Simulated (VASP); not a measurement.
# LiF in VASP: reference runs

How does LiF come out in PBE? The cell is run as given.

All numbers are computed with VASP 6.6.1; they aren't measurements. Logs are shortened: lines on timing, memory, paths and dates and some standing lists are left out, and cuts for length are marked.

## 1. The cell of the first run

The cell holds a slab with vacuum, 12 atoms: a = 2.848 Å, b = 2.848 Å, c = 25.070 Å, α = 90.00°, β = 90.00°, γ = 90.00°.

## 2. Single point, PBE (the (1 0 0) slab of LiF, cut from the database cell, not relaxed)

The input, INCAR:

```
SYSTEM = LiF
PREC     = Accurate       ! precision mode
ENCUT    = 520            ! plane-wave cutoff, eV
EDIFF    = 1E-7           ! SCF threshold, eV
ISMEAR   = -1             ! smearing method
SIGMA    = 0.05           ! smearing width, eV
LREAL    = .False.        ! projectors in reciprocal space
LASPH    = .True.         ! aspherical terms in the spheres
NELM     = 100            ! most SCF steps
ALGO     = Normal         ! electronic algorithm
ISIF     = 2              ! what is computed and relaxed
LWAVE    = .False.        ! write WAVECAR
LCHARG   = .True.         ! write CHGCAR
LDIPOL   = .True.       
IDIPOL   = 3            
DIPOL    = 0.5 0.5 0.500
GGA      = PE             ! functional
LELF     = .True.         ! ELF
LVHAR    = .True.       
LVACPOTAV= .True.       
NBANDS   = 42             ! bands
```

The input, KPOINTS:

```
Automatic mesh
0
Gamma
  9 9 1
  0 0 0
```

The input, POSCAR:

```
LiF
1.0
    2.8482261146      0.0000000000      0.0000000000
    0.0000000000      2.8482261146      0.0000000000
    0.0000000000      0.0000000000     25.0700000000
Li F
6 6
Direct
    0.5000000000      0.5000000000      0.2991623454
    0.0000000000      0.0000000000      0.3794974073
    0.5000000000      0.5000000000      0.4598324691
    0.0000000000      0.0000000000      0.5401675309
    0.5000000000      0.5000000000      0.6205025927
    0.0000000000      0.0000000000      0.7008376546
    0.0000000000      0.0000000000      0.2991623454
    0.5000000000      0.5000000000      0.3794974073
    0.0000000000      0.0000000000      0.4598324691
    0.5000000000      0.5000000000      0.5401675309
    0.0000000000      0.0000000000      0.6205025927
    0.5000000000      0.5000000000      0.7008376546
```

Potentials or basis: VASP PAW PBE potentials, release 64 (Li_sv, F).

On the command line:

```
cat potpaw_PBE.64/Li_sv/POTCAR potpaw_PBE.64/F/POTCAR > POTCAR
mpirun -np 1 vasp_std > vasp.out
```

OUTCAR:

```text
SYSTEM = LiF
   PREC = Accurate
   ENCUT = 520
   EDIFF = 1E-7
   ISMEAR = -1
   LREAL = .False.
   LASPH = .True.
   NELM = 100
   ISIF = 2
   GGA = PE

 ion  position               nearest neighbor table
   1  0.500  0.500  0.299-   7 2.01   7 2.01   7 2.01   7 2.01   8 2.01
   2  0.000  0.000  0.379-   9 2.01   8 2.01   8 2.01   8 2.01   8 2.01   7 2.01
   3  0.500  0.500  0.460-   8 2.01  10 2.01   9 2.01   9 2.01   9 2.01   9 2.01
   4  0.000  0.000  0.540-   9 2.01  11 2.01  10 2.01  10 2.01  10 2.01  10 2.01
   5  0.500  0.500  0.621-  10 2.01  11 2.01  11 2.01  11 2.01  11 2.01  12 2.01
   6  0.000  0.000  0.701-  12 2.01  12 2.01  12 2.01  12 2.01  11 2.01
   7  0.000  0.000  0.299-   1 2.01   1 2.01   1 2.01   1 2.01   2 2.01
   8  0.500  0.500  0.379-   3 2.01   2 2.01   2 2.01   2 2.01   2 2.01   1 2.01
   9  0.000  0.000  0.460-   2 2.01   4 2.01   3 2.01   3 2.01   3 2.01   3 2.01
  10  0.500  0.500  0.540-   3 2.01   5 2.01   4 2.01   4 2.01   4 2.01   4 2.01
  11  0.000  0.000  0.621-   4 2.01   5 2.01   5 2.01   5 2.01   5 2.01   6 2.01
  12  0.500  0.500  0.701-   6 2.01   6 2.01   6 2.01   6 2.01   5 2.01

  LATTYP: Found a simple tetragonal cell.
 ALAT       =     2.8482261146
 C/A-ratio  =     8.8019697142

  Lattice vectors:

 A1 = (   2.8482261146,   0.0000000000,   0.0000000000)
 A2 = (   0.0000000000,   2.8482261146,   0.0000000000)
 A3 = (   0.0000000000,   0.0000000000,  25.0700000000)

Analysis of symmetry for initial positions (statically):
=====================================================================
 Subroutine PRICEL returns:
 Original cell was already a primitive cell.

 Routine SETGRP: Setting up the symmetry group for a
 simple tetragonal supercell.

 Subroutine GETGRP returns: Found 16 space group operations
 (whereof  8 operations were pure point group operations)
 out of a pool of 16 trial point group operations.

The static configuration has the point symmetry C_4v.
 The point group associated with its full space group is D_4h.

Analysis of symmetry for dynamics (positions and initial velocities):
=====================================================================
 Subroutine PRICEL returns:
 Original cell was already a primitive cell.

 Routine SETGRP: Setting up the symmetry group for a
 simple tetragonal supercell.

 Subroutine GETGRP returns: Found 16 space group operations
 (whereof  8 operations were pure point group operations)
 out of a pool of 16 trial point group operations.

The dynamic configuration has the point symmetry C_4v.
[... 128 lines left out ...]
   IMIX   =      4    mixing-type and parameters
     AMIX     =   0.40;   BMIX     =  1.00
     AMIX_MAG =   1.60;   BMIX_MAG =  1.00
  volume/ion in A,a.u.               =      16.95       114.37
  Fermi-wavevector in a.u.,A,eV,Ry     =   1.089827  2.059474 16.159946  1.187723
  Thomas-Fermi vector in A             =   2.226038
   LORBIT       =      0    0 simple, 1 ext, 2 COOP (PROOUT), +10 PAW based schemes
   GGA     = PE    functional components
   LHFCALC =     F    Hartree Fock is set to
   AEXX    =    0.0000 exact exchange contribution
   IVDW    =     0    specifies the selected vdW correction
   LEPSILON=     F    determine dielectric tensor
   LRPA    =     F    only Hartree local field effects (RPA)
 non-spin polarized calculation
  energy-cutoff  :      520.00
  volume of cell :      203.38
 maximum number of plane-waves:      5528
 NGX is ok and might be reduce to    24
   NGX = 11   NGY = 11   NGZ = 93

 dipolmoment           0.000000      0.000000     -0.000000 electrons x Angstroem

 number of electron      60.0000005 magnetization

 dipolmoment           0.000000      0.000000      0.000000 electrons x Angstroem

 Free energy of the ion-electron system (eV)
  ---------------------------------------------------
  ext. energy  EPLUGINS =         0.00000000
  ---------------------------------------------------
  free energy    TOTEN  =       -57.52705575 eV

  energy without entropy =      -57.52705575  energy(sigma->0) =      -57.52705575

 E-fermi :  -2.9252     XC(G=0):  -5.2828

 val. band max:       -4.2324309569   @ k =   0.2222   0.0000   0.0000
 cond. band min:       2.2243975764   @ k =   0.0000   0.0000   0.0000
 fundamental gap:      6.4568285333
 Fermi energy:        -2.9252140239

 k-point     1 :       0.0000    0.0000    0.0000
  band No.  band energies     occupation
      1     -45.4971      2.00000
      2     -45.4971      2.00000
      3     -45.1142      2.00000
      4     -45.0876      2.00000
      5     -45.0615      2.00000
      6     -45.0514      2.00000
[... 664 lines left out ...]
     41      10.7722      0.00000
     42      11.0371      0.00000

------------------------ aborting loop because EDIFF is reached ----------------------------------------

  FORCE on cell =-STRESS in cart. coord.  units (eV):
  Direction    XX          YY          ZZ          XY          YZ          ZX
  --------------------------------------------------------------------------------------
  -------------------------------------------------------------------------------------
  Total       -0.4805361     -0.4805361      0.7191368      0.0000000      0.0000000      0.0000000
  in kB       -3.7855879     -3.7855879      5.6652471      0.0000000      0.0000000      0.0000000
  external PRESSURE =      -0.6353096 kB  Pullay stress =       0.0000000 kB

 VOLUME and BASIS-vectors are now :
 -----------------------------------------------------------------------------
  energy-cutoff  :      520.00
  volume of cell :      203.38
      direct lattice vectors                 reciprocal lattice vectors
     2.848226115  0.000000000  0.000000000     0.351095721  0.000000000  0.000000000
     0.000000000  2.848226115  0.000000000     0.000000000  0.351095721  0.000000000
     0.000000000  0.000000000 25.070000000     0.000000000  0.000000000  0.039888313

 POSITION                                       TOTAL-FORCE (eV/Angst)
 -----------------------------------------------------------------------------------
      1.42411      1.42411      7.50000        -0.000000      0.000000      0.274711
      0.00000      0.00000      9.51400         0.000000      0.000000     -0.008391
      1.42411      1.42411     11.52800         0.000000      0.000000      0.000682
      0.00000      0.00000     13.54200         0.000000      0.000000     -0.000682
      1.42411      1.42411     15.55600        -0.000000     -0.000000      0.008391
      0.00000      0.00000     17.57000         0.000000      0.000000     -0.274711
      0.00000      0.00000      7.50000         0.000000      0.000000     -0.362033
      1.42411      1.42411      9.51400         0.000000      0.000000     -0.013278
      0.00000      0.00000     11.52800         0.000000      0.000000      0.000555
      1.42411      1.42411     13.54200         0.000000     -0.000000     -0.000555
      0.00000      0.00000     15.55600         0.000000     -0.000000      0.013278
      1.42411      1.42411     17.57000         0.000000      0.000000      0.362033
 -----------------------------------------------------------------------------------
    total drift:                                0.000000     -0.000000      0.000000

  FREE ENERGIE OF THE ION-ELECTRON SYSTEM (eV)
  ---------------------------------------------------
  free  energy   TOTEN  =       -57.5270557460 eV

  energy  without entropy=      -57.5270557460  energy(sigma->0) =      -57.52705575

 vacuum level on the upper side and lower side of the slab         3.002         3.002
```

OSZICAR:

```text
N       E                     dE             d eps       ncg     rms          rms(c)
DAV:   1     0.600141820334E+03    0.60014E+03   -0.29783E+04  1332   0.145E+03
DAV:   2     0.631749912546E+01   -0.59382E+03   -0.57125E+03  1456   0.411E+02
DAV:   3    -0.492925328004E+02   -0.55610E+02   -0.55277E+02  1628   0.120E+02
[... 16 lines left out ...]
DAV:  20    -0.575270260961E+02   -0.65672E-04   -0.93447E-06  1474   0.224E-02    0.246E-03
DAV:  21    -0.575270476159E+02   -0.21520E-04   -0.19588E-06  1356   0.876E-03    0.170E-03
DAV:  22    -0.575270536130E+02   -0.59971E-05   -0.39374E-07  1178   0.426E-03    0.345E-04
DAV:  23    -0.575270551100E+02   -0.14970E-05   -0.78178E-08  1000   0.330E-03    0.419E-04
DAV:  24    -0.575270557249E+02   -0.61491E-06   -0.42033E-08   928   0.202E-03    0.230E-04
DAV:  25    -0.575270557460E+02   -0.21129E-07   -0.17184E-08  1176   0.769E-04
   1 F= -.57527056E+02 E0= -.57527056E+02  d E =-.466803E-11
```

stdout:

```text
POSCAR found type information on POSCAR LiF
 POSCAR found :  2 types and      12 ions
 scaLAPACK will be used
 LDA part: xc-table for (Slater+PW92), standard interpolation
 POSCAR, INCAR and KPOINTS ok, starting setup
 FFT: planning ... GRIDC
 FFT: planning ... GRID_SOFT
 FFT: planning ... GRID
 WAVECAR not read
 entering main loop
 -----------------------------------------------------------------------------
|                                                                             |
|           W    W    AA    RRRRR   N    N  II  N    N   GGGG   !!!           |
|           W    W   A  A   R    R  NN   N  II  NN   N  G    G  !!!           |
|           W    W  A    A  R    R  N N  N  II  N N  N  G       !!!           |
|           W WW W  AAAAAA  RRRRR   N  N N  II  N  N N  G  GGG   !            |
|           WW  WW  A    A  R   R   N   NN  II  N   NN  G    G                |
|           W    W  A    A  R    R  N    N  II  N    N   GGGG   !!!           |
|                                                                             |
|     Did not find any points to average over, which means that no vacuum     |
|     field-free region was found. Please increase the size of  your cell     |
|     in the dimension of the dipole correction to obtain accurate            |
|     workfunction values.                                                    |
|                                                                             |
 -----------------------------------------------------------------------------
```

Wall time 2.6 min (1 thread of Intel Xeon Platinum 8559C (Emerald Rapids), shared host); peak memory 0.34 GiB.

Results:

```yaml
Free_energy: -57.5271 eV
Largest_force: 0.362 eV/Å
Band_gap_on_the_k_mesh: 6.46 eV, indirect (least direct gap 6.46 eV)
Ionisation_potential_of_the_upper_face: 7.23 eV
```

Forces on the atoms (eV/Å):
```
Li   0.000  0.000  0.275
Li   0.000  0.000 -0.008
Li   0.000  0.000  0.001
Li   0.000  0.000 -0.001
Li   0.000  0.000  0.008
Li   0.000  0.000 -0.275
F    0.000  0.000 -0.362
F    0.000  0.000 -0.013
F    0.000  0.000  0.001
F    0.000  0.000 -0.001
F    0.000  0.000  0.013
F    0.000  0.000  0.362
```

Caveat: the cutoff is under 1.25 times the usual one of these potentials, so pressure, stress and relaxed cells hold a basis-set (Pulay) error.
